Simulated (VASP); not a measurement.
# TiB (Pnma) in VASP: relaxation of cell and atoms with r2SCAN

Aim: the relaxation of cell and atoms of TiB with r2SCAN.

Everything below comes from runs of VASP 6.6.1. Logs are shortened: lines on timing, memory, paths and dates and some standing lists are left out, and cuts for length are marked.

## (1) Starting point

It takes space group Pnma (No. 62, orthorhombic). The conventional cell has a = 6.120 Å, b = 3.060 Å, c = 4.560 Å, α = 90.00°, β = 90.00°, γ = 90.00°. Around Ti (site symmetry m) lie 7 B at 2.34 to 2.54 Å. Around B (site symmetry m) lie 2 B at 1.83 Å.

## (2) Relaxation of cell and atoms, r2SCAN

File INCAR:

```
ALGO = Normal
EDIFF = 1E-7
EDIFFG = -0.004
ENCUT = 600
IBRION = 2
ISIF = 3
ISMEAR = 0
LASPH = T
LCHARG = F
LMIXTAU = T
LREAL = F
LWAVE = F
METAGGA = R2SCAN
NELM = 100
NSW = 80
PREC = Accurate
SIGMA = 0.1
```

File KPOINTS:

```
k-points
0
Gamma
  5 9 6
```

File POSCAR:

```
TiB
1.0
    6.1200000000      0.0000000000      0.0000000000
    0.0000000000      3.0600000000      0.0000000000
    0.0000000000      0.0000000000      4.5600000000
Ti B
4 4
Direct
    0.1770000000      0.2500000000      0.1230000000
    0.8230000000      0.7500000000      0.8770000000
    0.3230000000      0.7500000000      0.6230000000
    0.6770000000      0.2500000000      0.3770000000
    0.0290000000      0.2500000000      0.6030000000
    0.9710000000      0.7500000000      0.3970000000
    0.4710000000      0.7500000000      0.1030000000
    0.5290000000      0.2500000000      0.8970000000
```

Potentials or basis: VASP PAW PBE potentials, release 64 (Ti_sv, B).

Run with:

```sh
$ cat potpaw_PBE.64/Ti_sv/POTCAR potpaw_PBE.64/B/POTCAR > POTCAR
$ mpirun -np 1 vasp_std > vasp.out
```

OUTCAR:

```text
EDIFF = 1E-7
   EDIFFG = -0.004
   ENCUT = 600
   IBRION = 2
   ISIF = 3
   ISMEAR = 0
   LASPH = T
   LREAL = F
   METAGGA = R2SCAN
   NELM = 100
   NSW = 80
   PREC = Accurate

 ion  position               nearest neighbor table
   1  0.177  0.250  0.123-   6 2.34   6 2.34   7 2.36   7 2.36   5 2.37   8 2.39   5 2.54   2 2.88
                             2 2.88   3 2.89   3 2.89   3 2.89   3 2.89
   2  0.823  0.750  0.877-   5 2.34   5 2.34   8 2.36   8 2.36   6 2.37   7 2.39   6 2.54   1 2.88
                             1 2.88   4 2.89   4 2.89   4 2.89   4 2.89
   3  0.323  0.750  0.623-   8 2.34   8 2.34   5 2.36   5 2.36   7 2.37   6 2.39   7 2.54   4 2.88
                             4 2.88   1 2.89   1 2.89   1 2.89   1 2.89
   4  0.677  0.250  0.377-   7 2.34   7 2.34   6 2.36   6 2.36   8 2.37   5 2.39   8 2.54   3 2.88
                             3 2.88   2 2.89   2 2.89   2 2.89   2 2.89
   5  0.029  0.250  0.603-   6 1.83   6 1.83   2 2.34   2 2.34   3 2.36   3 2.36   1 2.37   4 2.39
                             1 2.54
   6  0.971  0.750  0.397-   5 1.83   5 1.83   1 2.34   1 2.34   4 2.36   4 2.36   2 2.37   3 2.39
                             2 2.54
   7  0.471  0.750  0.103-   8 1.83   8 1.83   4 2.34   4 2.34   1 2.36   1 2.36   3 2.37   2 2.39
                             3 2.54
   8  0.529  0.250  0.897-   7 1.83   7 1.83   3 2.34   3 2.34   2 2.36   2 2.36   4 2.37   1 2.39
                             4 2.54

  LATTYP: Found a simple orthorhombic cell.
 ALAT       =     3.0600000000
 B/A-ratio  =     1.4901960784
 C/A-ratio  =     2.0000000000

  Lattice vectors:

 A1 = (   0.0000000000,   3.0600000000,   0.0000000000)
 A2 = (   0.0000000000,   0.0000000000,   4.5600000000)
 A3 = (   6.1200000000,   0.0000000000,   0.0000000000)

Analysis of symmetry for initial positions (statically):
=====================================================================
 Subroutine PRICEL returns:
 Original cell was already a primitive cell.

 Routine SETGRP: Setting up the symmetry group for a
 simple orthorhombic supercell.

 Subroutine GETGRP returns: Found  8 space group operations
 (whereof  2 operations were pure point group operations)
 out of a pool of  8 trial point group operations.

The static configuration has the point symmetry S_2 .
 The point group associated with its full space group is D_2h.

Analysis of symmetry for dynamics (positions and initial velocities):
=====================================================================
 Subroutine PRICEL returns:
 Original cell was already a primitive cell.

 Routine SETGRP: Setting up the symmetry group for a
 simple orthorhombic supercell.

 Subroutine GETGRP returns: Found  8 space group operations
 (whereof  2 operations were pure point group operations)
 out of a pool of  8 trial point group operations.

The dynamic configuration has the point symmetry S_2 .
 The point group associated with its full space group is D_2h.

 Subroutine INISYM returns: Found  8 space group operations
 (whereof  2 operations are pure point group operations),
 and found     1 'primitive' translations

----------------------------------------------------------------------------------------

                                     Primitive cell

  volume of cell :      85.3960

  direct lattice vectors                    reciprocal lattice vectors
     6.120000000  0.000000000  0.000000000     0.163398693  0.000000000  0.000000000
     0.000000000  3.060000000  0.000000000     0.000000000  0.326797386  0.000000000
     0.000000000  0.000000000  4.560000000     0.000000000  0.000000000  0.219298246

  length of vectors
     6.120000000  3.060000000  4.560000000     0.163398693  0.326797386  0.219298246

  position of ions in fractional coordinates (direct lattice)
     0.177000000  0.250000000  0.123000000
     0.823000000  0.750000000  0.877000000
     0.323000000  0.750000000  0.623000000
     0.677000000  0.250000000  0.377000000
     0.029000000  0.250000000  0.603000000
     0.971000000  0.750000000  0.397000000
     0.471000000  0.750000000  0.103000000
     0.529000000  0.250000000  0.897000000

  ion indices of the primitive-cell ions
   primitive index   ion index
                 1           1
                 2           2
                 3           3
                 4           4
                 5           5
                 6           6
                 7           7
                 8           8

----------------------------------------------------------------------------------------

 KPOINTS: k-points

Automatic generation of k-mesh.
 Grid dimensions read from file:
 generate k-points for:    5    9    6

 Generating k-lattice:

  Cartesian coordinates                     Fractional coordinates (reciprocal lattice)
     0.032679739  0.000000000  0.000000000     0.200000000  0.000000000  0.000000000
     0.000000000  0.036310821  0.000000000     0.000000000  0.111111111  0.000000000
     0.000000000  0.000000000  0.036549708     0.000000000  0.000000000  0.166666667

  Length of vectors
     0.032679739  0.036310821  0.036549708

  Shift w.r.t. Gamma in fractional coordinates (k-lattice)
     0.000000000  0.000000000  0.000000000

 Subroutine IBZKPT returns following result:
 ===========================================

 Found     60 irreducible k-points:

 Following reciprocal coordinates:
            Coordinates               Weight
  0.000000  0.000000  0.000000      1.000000
  0.200000  0.000000  0.000000      2.000000
  0.400000  0.000000  0.000000      2.000000
  0.000000  0.111111  0.000000      2.000000
  0.200000  0.111111  0.000000      4.000000
  0.400000  0.111111  0.000000      4.000000
[... 16 lines left out ...]
  0.200000  0.222222  0.166667      8.000000
  0.400000  0.222222  0.166667      8.000000
 [... further k-points ...]
   k-points           NKPTS =     60   k-points in BZ     NKDIM =     60   number of bands    NBANDS=     36
   number of dos      NEDOS =    301   number of ions     NIONS =      8
   total plane-waves  NPLWV =  43200
   dimension x,y,z NGX =    50 NGY =   24 NGZ =   36
   dimension x,y,z NGXF=   100 NGYF=   48 NGZF=   72
   ions per type =               4   4
   NGX,Y,Z   is equivalent  to a cutoff of  13.58, 13.04, 13.12 a.u.
   NGXF,Y,Z  is equivalent  to a cutoff of  27.16, 26.08, 26.25 a.u.
 SYSTEM =  unknown system
   PREC   = accura    normal or accurate (medium, high low for compatibility)
   ISTART =      0    job   : 0-new  1-cont  2-samecut
   ICHARG =      2    charge: 1-file 2-atom 10-const
   ISPIN  =      1    spin polarized calculation?
   LNONCOLLINEAR =      F non collinear calculations
   LSORBIT =      F    spin-orbit coupling
   LASPH  =      T    aspherical Exc in radial PAW
   ENCUT  =  600.0 eV  44.10 Ry    6.64 a.u.  12.22  6.11  9.11*2*pi/ulx,y,z
   NELM   =    100;   NELMIN=  2; NELMDL= -5     # of ELM steps
   EDIFF  = 0.1E-06   stopping-criterion for ELM
   LREAL  =      F    real-space projection
   EDIFFG = -.4E-02   stopping-criterion for IOM
   NSW    =     80    number of steps for IOM
   IBRION =      2    ionic relax: 0-MD 1-quasi-New 2-CG
   NFREE  =      1    steps in history (QN), initial steepest desc. (CG)
   ISIF   =      3    stress and relaxation
   ISYM   =      2    0-nonsym 1-usesym 2-fastsym
   POTIM  = 0.5000    time-step for ionic-motion
   TEBEG  =    0.0;   TEEND  =   0.0 temperature during run
   PSTRESS=    0.0 pullay stress
   NELECT =      60.0000    total number of electrons
   NUPDOWN=      -1.0000    fix difference up-down
   EMIN   =  10.00;   EMAX   =-10.00  energy-range for DOS
   EFERMI =   0.00;   METHOD = LEGACY
   ISMEAR =     0;   SIGMA  =   0.10  broadening in eV -4-tet -1-fermi 0-gaus
   EFERMI_NEDOS =   21; number of points for ismear=-14 and -15
   IALGO  =     38    algorithm
   IMIX   =      4    mixing-type and parameters
     AMIX     =   0.40;   BMIX     =  1.00
     AMIX_MAG =   1.60;   BMIX_MAG =  1.00
  volume/ion in A,a.u.               =      10.67        72.04
  Fermi-wavevector in a.u.,A,eV,Ry     =   1.455390  2.750288 28.819312  2.118160
  Thomas-Fermi vector in A             =   2.572430
   LORBIT       =      0    0 simple, 1 ext, 2 COOP (PROOUT), +10 PAW based schemes
   METAGGA = R2SCAN    functional components
   LHFCALC =     F    Hartree Fock is set to
   AEXX    =    0.0000 exact exchange contribution
   IVDW    =     0    specifies the selected vdW correction
   LEPSILON=     F    determine dielectric tensor
   LRPA    =     F    only Hartree local field effects (RPA)
 conjugate gradient relaxation of ions
 non-spin polarized calculation
 Gauss-broadening in eV      SIGMA  =   0.10
  energy-cutoff  :      600.00
  volume of cell :       85.40
 maximum number of plane-waves:      2871
 NGX is ok and might be reduce to    50
   NGX = 25   NGY = 13   NGZ = 19

--------------------------------------- Ionic step        1  -------------------------------------------

 number of electron      60.0000016 magnetization

 Free energy of the ion-electron system (eV)
  ---------------------------------------------------
  ext. energy  EPLUGINS =         0.00000000
  ---------------------------------------------------
  free energy    TOTEN  =       -88.31791504 eV

  energy without entropy =      -88.29894176  energy(sigma->0) =      -88.30842840

------------------------ aborting loop because EDIFF is reached ----------------------------------------

  FORCE on cell =-STRESS in cart. coord.  units (eV):
  Direction    XX          YY          ZZ          XY          YZ          ZX
  --------------------------------------------------------------------------------------
  -------------------------------------------------------------------------------------
  Total       -0.5142705     -0.8325078     -0.6052299      0.0000000     -0.0000000      0.0000000
  in kB       -9.6486038    -15.6192865    -11.3551610      0.0000000     -0.0000000      0.0000000
  external PRESSURE =     -12.2076838 kB  Pullay stress =       0.0000000 kB
[... 279 lines left out ...]
  energy  without entropy=      -88.3101257960  energy(sigma->0) =      -88.31981247

--------------------------------------- Ionic step        8  -------------------------------------------

 number of electron      60.0000012 magnetization

 Free energy of the ion-electron system (eV)
  ---------------------------------------------------
  ext. energy  EPLUGINS =         0.00000000
  ---------------------------------------------------
  free energy    TOTEN  =       -88.32951177 eV

  energy without entropy =      -88.31019338  energy(sigma->0) =      -88.31985258

 E-fermi :   8.7987     XC(G=0): -13.3428

 val. band max:        8.7765774451   @ k =   0.2000   0.1111   0.5000
 cond. band min:       8.7990631755   @ k =   0.2000   0.2222   0.0000
 fundamental gap:      0.0224857303
 Fermi energy:         8.7987117963

 k-point     1 :       0.0000    0.0000    0.0000
  band No.  band energies     occupation
      1     -49.8794      2.00000
      2     -49.8198      2.00000
      3     -49.7715      2.00000
      4     -49.7349      2.00000
      5     -25.3136      2.00000
      6     -25.3043      2.00000
[... 925 lines left out ...]
     35      11.3124      0.00000
     36      11.4565      0.00000

 [... further k-points ...]
[... 5 lines left out ...]
  --------------------------------------------------------------------------------------
  -------------------------------------------------------------------------------------
  Total        0.0085065     -0.0123546      0.0269647      0.0000000      0.0000000      0.0000000
  in kB        0.1603158     -0.2328379      0.5081818      0.0000000      0.0000000      0.0000000
  external PRESSURE =       0.1452199 kB  Pullay stress =       0.0000000 kB
[... 23 lines left out ...]
  FREE ENERGIE OF THE ION-ELECTRON SYSTEM (eV)
  ---------------------------------------------------
  free  energy   TOTEN  =       -88.3295117733 eV

  energy  without entropy=      -88.3101933809  energy(sigma->0) =      -88.31985258

 reached required accuracy - stopping structural energy minimisation
```

Wall time 31 min (1 thread of Intel Xeon 6975P-C (Granite Rapids), shared host); peak memory 0.33 GiB.

What came out:

```
Free energy                            : -88.3295 eV
Relaxed volume                         : 10.63 Å³/atom
Relaxed cell                           : a = 6.108 Å, b = 3.051 Å, c = 4.561 Å, α = 90.00°, β = 90.00°, γ = 90.00°
Space group after relaxing (to 0.05 Å) : Pnma (No. 62)
Energy gained by relaxing              : 1.4 meV/atom
Ionic steps                            : 8
Pressure after relaxing                : 0.0 GPa
Band gap on the k mesh                 : none (metal or under the smearing width)
```

Forces on the atoms (eV/Å):
```
Ti   0.002  0.000 -0.001
Ti  -0.002  0.000  0.001
Ti  -0.002  0.000 -0.001
Ti   0.002  0.000  0.001
B    0.000  0.000  0.002
B    0.000  0.000 -0.002
B    0.000  0.000  0.002
B    0.000  0.000 -0.002
```

The path:
```
step  energy change (eV)  largest force (eV/Å)  pressure (GPa)  volume (Å³)
   1              0.0000                0.2585           -1.22        85.40
   2             -0.0074                0.0550            1.60        84.39
   3             -0.0085                0.1036            0.88        84.65
   4             -0.0113                0.0335           -0.08        85.06
   5             -0.0114                0.0316           -0.04        85.05
   6             -0.0116                0.0142           -0.02        85.03
   7             -0.0116                0.0070           -0.01        85.03
   8             -0.0116                0.0023            0.01        85.01
```

Final structure:
```
Ti B
1.0
     6.10846    0.00000    0.00000
     0.00000    3.05130    0.00000
     0.00000    0.00000    4.56110
Ti B
4 4
Direct
  0.17752 0.25000 0.12257
  0.82248 0.75000 0.87743
  0.32248 0.75000 0.62257
  0.67752 0.25000 0.37743
  0.03014 0.25000 0.59933
  0.96986 0.75000 0.40067
  0.46986 0.75000 0.09933
  0.53014 0.25000 0.90067
```

Levels at points of the mesh, in eV from the Fermi level:
```csv
k point,band 27,band 28,band 29,band 30,band 31,band 32,band 33,band 34
"(0.00, 0.00, 0.00)",-1.10,-0.82,0.68,0.89,1.05,1.32,1.60,1.74
"(0.00, 0.00, 0.50)",-0.94,-0.94,-0.09,-0.09,1.72,1.72,2.19,2.19
```

Caveat: the PAW data sets were made with another functional, which shifts forces and pressure a little.
